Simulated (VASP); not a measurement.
# InP (F-43m) in VASP: further runs, part 2 of 3

VASP 6.6.1. Earlier steps stand in the parts before.

**3. Single point, PBE**

INCAR reads:

```
ALGO     = Normal         # electronic algorithm
EDIFF    = 1E-6           # SCF threshold, eV
ENCUT    = 520            # plane-wave cutoff, eV
GGA      = PE             # functional
ISIF     = 2              # what is computed and relaxed
ISMEAR   = -1             # smearing method
LASPH    = True           # aspherical terms in the spheres
LCHARG   = True           # write CHGCAR
LELF     = True           # ELF
LREAL    = False          # projectors in reciprocal space
LVHAR    = True         
LWAVE    = False          # write WAVECAR
NBANDS   = 16             # bands
NELM     = 60             # most SCF steps
PREC     = Accurate       # precision mode
SIGMA    = 0.05           # smearing width, eV
```

KPOINTS reads:

```
k-points
0
Gamma
  5 5 5
```

POSCAR reads:

```
InP
1.0
    0.0000000000      2.9305000000      2.9305000000
    2.9305000000      0.0000000000      2.9305000000
    2.9305000000      2.9305000000      0.0000000000
In P
1 1
Direct
    0.0000000000      0.0000000000      0.0000000000
    0.7500000000      0.7500000000      0.7500000000
```

Potentials or basis: VASP PAW PBE potentials, release 64 (In_d, P).

Started as:

```console
$ cat potpaw_PBE.64/In_d/POTCAR potpaw_PBE.64/P/POTCAR > POTCAR
$ mpirun -np 1 vasp_std > vasp.out
```

OUTCAR:

```text
EDIFF = 1E-6
   ENCUT = 520
   GGA = PE
   ISIF = 2
   ISMEAR = -1
   LASPH = True
   LREAL = False
   NELM = 60
   PREC = Accurate

 ion  position               nearest neighbor table
   1  0.000  0.000  0.000-   2 2.54   2 2.54   2 2.54   2 2.54
   2  0.750  0.750  0.750-   1 2.54   1 2.54   1 2.54   1 2.54

  LATTYP: Found a face centered cubic cell.
 ALAT       =     5.8610000000

  Lattice vectors:

 A1 = (   0.0000000000,   2.9305000000,   2.9305000000)
 A2 = (   2.9305000000,   0.0000000000,   2.9305000000)
 A3 = (   2.9305000000,   2.9305000000,   0.0000000000)

Analysis of symmetry for initial positions (statically):
=====================================================================
 Subroutine PRICEL returns:
 Original cell was already a primitive cell.

 Routine SETGRP: Setting up the symmetry group for a
 face centered cubic supercell.

 Subroutine GETGRP returns: Found 24 space group operations
 (whereof 24 operations were pure point group operations)
 out of a pool of 48 trial point group operations.

The static configuration has the point symmetry T_d .

Analysis of symmetry for dynamics (positions and initial velocities):
=====================================================================
 Subroutine PRICEL returns:
 Original cell was already a primitive cell.

 Routine SETGRP: Setting up the symmetry group for a
 face centered cubic supercell.

 Subroutine GETGRP returns: Found 24 space group operations
 (whereof 24 operations were pure point group operations)
 out of a pool of 48 trial point group operations.

The dynamic configuration has the point symmetry T_d .

 Subroutine INISYM returns: Found 24 space group operations
 (whereof 24 operations are pure point group operations),
 and found     1 'primitive' translations

----------------------------------------------------------------------------------------

                                     Primitive cell

  volume of cell :      50.3333

  direct lattice vectors                    reciprocal lattice vectors
     0.000000000  2.930500000  2.930500000    -0.170619348  0.170619348  0.170619348
     2.930500000  0.000000000  2.930500000     0.170619348 -0.170619348  0.170619348
     2.930500000  2.930500000  0.000000000     0.170619348  0.170619348 -0.170619348

  length of vectors
     4.144352845  4.144352845  4.144352845     0.295521380  0.295521380  0.295521380

  position of ions in fractional coordinates (direct lattice)
     0.000000000  0.000000000  0.000000000
     0.750000000  0.750000000  0.750000000

  ion indices of the primitive-cell ions
   primitive index   ion index
                 1           1
                 2           2

----------------------------------------------------------------------------------------

 KPOINTS: k-points

Automatic generation of k-mesh.
 Grid dimensions read from file:
 generate k-points for:    5    5    5

 Generating k-lattice:

  Cartesian coordinates                     Fractional coordinates (reciprocal lattice)
    -0.034123870  0.034123870  0.034123870     0.200000000  0.000000000  0.000000000
     0.034123870 -0.034123870  0.034123870     0.000000000  0.200000000  0.000000000
     0.034123870  0.034123870 -0.034123870     0.000000000  0.000000000  0.200000000

  Length of vectors
     0.059104276  0.059104276  0.059104276

  Shift w.r.t. Gamma in fractional coordinates (k-lattice)
     0.000000000  0.000000000  0.000000000

 Subroutine IBZKPT returns following result:
 ===========================================

 Found     10 irreducible k-points:

 Following reciprocal coordinates:
            Coordinates               Weight
  0.000000  0.000000  0.000000      1.000000
  0.200000  0.000000  0.000000      8.000000
  0.400000  0.000000  0.000000      8.000000
  0.200000  0.200000  0.000000      6.000000
  0.400000  0.200000  0.000000     24.000000
 -0.400000  0.200000  0.000000     24.000000
 -0.200000  0.200000  0.000000     12.000000
  0.400000  0.400000  0.000000      6.000000
 -0.400000  0.400000  0.000000     12.000000
 -0.400000  0.400000  0.200000     24.000000
   k-points           NKPTS =     10   k-points in BZ     NKDIM =     10   number of bands    NBANDS=     16
   number of dos      NEDOS =    301   number of ions     NIONS =      2
   total plane-waves  NPLWV =  32768
   dimension x,y,z NGX =    32 NGY =   32 NGZ =   32
   dimension x,y,z NGXF=    64 NGYF=   64 NGZF=   64
   ions per type =               1   1
   NGX,Y,Z   is equivalent  to a cutoff of  12.84, 12.84, 12.84 a.u.
   NGXF,Y,Z  is equivalent  to a cutoff of  25.67, 25.67, 25.67 a.u.
 SYSTEM =  unknown system
   PREC   = accura    normal or accurate (medium, high low for compatibility)
   ISTART =      0    job   : 0-new  1-cont  2-samecut
   ICHARG =      2    charge: 1-file 2-atom 10-const
   ISPIN  =      1    spin polarized calculation?
   LNONCOLLINEAR =      F non collinear calculations
   LSORBIT =      F    spin-orbit coupling
   LASPH  =      T    aspherical Exc in radial PAW
   ENCUT  =  520.0 eV  38.22 Ry    6.18 a.u.   7.71  7.71  7.71*2*pi/ulx,y,z
   NELM   =     60;   NELMIN=  2; NELMDL= -5     # of ELM steps
   EDIFF  = 0.1E-05   stopping-criterion for ELM
   LREAL  =      F    real-space projection
   EDIFFG = 0.1E-04   stopping-criterion for IOM
   NSW    =      0    number of steps for IOM
   IBRION =     -1    ionic relax: 0-MD 1-quasi-New 2-CG
   NFREE  =      0    steps in history (QN), initial steepest desc. (CG)
   ISIF   =      2    stress and relaxation
   ISYM   =      2    0-nonsym 1-usesym 2-fastsym
   POTIM  = 0.5000    time-step for ionic-motion
   TEBEG  =    0.0;   TEEND  =   0.0 temperature during run
   PSTRESS=    0.0 pullay stress
   NELECT =      18.0000    total number of electrons
   NUPDOWN=      -1.0000    fix difference up-down
   EMIN   =  10.00;   EMAX   =-10.00  energy-range for DOS
   EFERMI =   0.00;   METHOD = LEGACY
   ISMEAR =    -1;   SIGMA  =   0.05  broadening in eV -4-tet -1-fermi 0-gaus
   EFERMI_NEDOS =   21; number of points for ismear=-14 and -15
   IALGO  =     38    algorithm
   IMIX   =      4    mixing-type and parameters
     AMIX     =   0.40;   BMIX     =  1.00
     AMIX_MAG =   1.60;   BMIX_MAG =  1.00
  volume/ion in A,a.u.               =      25.17       169.83
  Fermi-wavevector in a.u.,A,eV,Ry     =   1.162021  2.195901 18.371846  1.350293
  Thomas-Fermi vector in A             =   2.298587
   LORBIT       =      0    0 simple, 1 ext, 2 COOP (PROOUT), +10 PAW based schemes
   GGA     = PE    functional components
   LHFCALC =     F    Hartree Fock is set to
   AEXX    =    0.0000 exact exchange contribution
   IVDW    =     0    specifies the selected vdW correction
   LEPSILON=     F    determine dielectric tensor
   LRPA    =     F    only Hartree local field effects (RPA)
 non-spin polarized calculation
  energy-cutoff  :      520.00
  volume of cell :       50.33
 maximum number of plane-waves:      1369
   NGX = 15   NGY = 15   NGZ = 15

 number of electron      18.0000005 magnetization

 Free energy of the ion-electron system (eV)
  ---------------------------------------------------
  ext. energy  EPLUGINS =         0.00000000
  ---------------------------------------------------
  free energy    TOTEN  =        -8.34729747 eV

  energy without entropy =       -8.34727841  energy(sigma->0) =       -8.34728794

 E-fermi :   5.5863     XC(G=0):  -9.2759

 val. band max:        5.2054183085   @ k =   0.0000   0.0000   0.0000
 cond. band min:       5.9121986700   @ k =   0.0000   0.0000   0.0000
 fundamental gap:      0.7067803615
 Fermi energy:         5.5863375762

 k-point     1 :       0.0000    0.0000    0.0000
  band No.  band energies     occupation
      1      -8.9989      2.00000
      2      -8.9989      2.00000
      3      -8.9989      2.00000
      4      -8.8477      2.00000
      5      -8.8477      2.00000
      6      -6.3139      2.00000
[... 8 lines left out ...]
     15      14.6460      0.00000
     16      14.6460      0.00000
[... 153 lines left out ...]
 k-point    10 :      -0.4000    0.4000    0.2000
  band No.  band energies     occupation
      1      -9.1439      2.00000
      2      -8.9404      2.00000
      3      -8.9112      2.00000
      4      -8.8681      2.00000
      5      -8.8308      2.00000
      6      -4.1129      2.00000
[... 8 lines left out ...]
     15      15.8530      0.00000
     16      17.7420      0.00000

------------------------ aborting loop because EDIFF is reached ----------------------------------------

  FORCE on cell =-STRESS in cart. coord.  units (eV):
  Direction    XX          YY          ZZ          XY          YZ          ZX
  --------------------------------------------------------------------------------------
  -------------------------------------------------------------------------------------
  Total        1.0405069      1.0405069      1.0405069     -0.0000000      0.0000000     -0.0000000
  in kB       33.1207672     33.1207672     33.1207672     -0.0000000      0.0000000     -0.0000000
  external PRESSURE =      33.1207672 kB  Pullay stress =       0.0000000 kB

 VOLUME and BASIS-vectors are now :
 -----------------------------------------------------------------------------
  energy-cutoff  :      520.00
  volume of cell :       50.33
      direct lattice vectors                 reciprocal lattice vectors
     0.000000000  2.930500000  2.930500000    -0.170619348  0.170619348  0.170619348
     2.930500000  0.000000000  2.930500000     0.170619348 -0.170619348  0.170619348
     2.930500000  2.930500000  0.000000000     0.170619348  0.170619348 -0.170619348

 POSITION                                       TOTAL-FORCE (eV/Angst)
 -----------------------------------------------------------------------------------
      0.00000      0.00000      0.00000         0.000000      0.000000      0.000000
      4.39575      4.39575      4.39575        -0.000000     -0.000000     -0.000000
 -----------------------------------------------------------------------------------
    total drift:                                0.000000      0.000000      0.000000

  FREE ENERGIE OF THE ION-ELECTRON SYSTEM (eV)
  ---------------------------------------------------
  free  energy   TOTEN  =        -8.3472974727 eV

  energy  without entropy=       -8.3472784087  energy(sigma->0) =       -8.34728794
```

Wall time 14 s (1 thread of Intel Xeon 6975P-C, shared host); peak memory 0.17 GiB.

Results:

| Item | Value |
| --- | --- |
| Free energy | -8.3473 eV |
| Pressure | 3.3 GPa |
| Band gap on the k mesh | 0.71 eV, direct |

Levels at points of the mesh, in eV from the valence-band top:
| k point | band 7 | band 8 | band 9 | band 10 | band 11 | band 12 |
| --- | --- | --- | --- | --- | --- | --- |
| (0.00, 0.00, 0.00) | 0.00 | 0.00 | 0.00 | 0.71 | 4.08 | 4.08 |

Caveat: spin-orbit coupling is left out, which moves the levels of the heavy elements.

[end of part 2 of 3]
